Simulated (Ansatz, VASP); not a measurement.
One calculation of Fe, two programs

File INCAR:

```
SYSTEM = Fe
PREC = Accurate
ENCUT = 520
EDIFF = 1E-6
ISMEAR = 0
SIGMA = 0.05
LREAL = .FALSE.
LASPH = .TRUE.
NELM = 150
ALGO = Normal
ISIF = 2
LWAVE = .FALSE.
LCHARG = .FALSE.
ISPIN = 2
MAGMOM = 2.5
LORBIT = 11
LMAXMIX = 4
GGA = PE
NBANDS = 14
```

KPOINTS

```
Automatic mesh
0
G
  10 10 10
  0 0 0
```

The input POSCAR:

```
Fe
1.0
   -1.4430000000      1.4430000000      1.4430000000
    1.4430000000     -1.4430000000      1.4430000000
    1.4430000000      1.4430000000     -1.4430000000
Fe
1
Direct
    0.0000000000      0.0000000000      0.0000000000
```

Input for Ansatz:

```yaml
crystal:
  lattice:
    - [-1.443, 1.443, 1.443]
    - [1.443, -1.443, 1.443]
    - [1.443, 1.443, -1.443]
  atoms:
    - { symbol: Fe, position: [0.0, 0.0, 0.0], spin: 2.5 }
basis:
  ecutwfc: 420
  ecutrho_ratio: 4
kpoints:
  mp_grid: { grid: [10, 10, 10] }
hamiltonian:
  xc: pbe
scf:
  occupations: { method: gaussian, width: 0.05 }
output:
  forces: true
  stress: true
  eigenvalues: true
  populations: true
magnetization:
  spin_polarized: true
```

Alike in both runs: task single point; functional PBE; k mesh 10 × 10 × 10; occupations gaussian, width 0.05 eV; collinear spin.

```csv
,VASP,Ansatz
version,VASP 6.6.1,Ansatz 0.2.0
potentials or method,"VASP PAW PBE potentials, release 64 (Fe)","scalar-relativistic, plane waves, PAW"
plane-wave cutoff (eV),520,420
valence electrons in the cell,8,16
```

```tsv
	VASP	Ansatz	Ansatz less VASP
gap on the k mesh at the Fermi level (eV)	none	none	-
pressure (GPa)	-11.5	-11.5	-0.02
net moment per atom (μB)	2.16	2.15	-0.012
size of the moment on the site where the two differ most (μB)	2.18	2.22	+0.040
```

Site moments also hang on the region over which each program counts them. A gap of «none» marks a metal or a gap that the smearing closes. The two sets of potentials don't hold the same shells in valence.
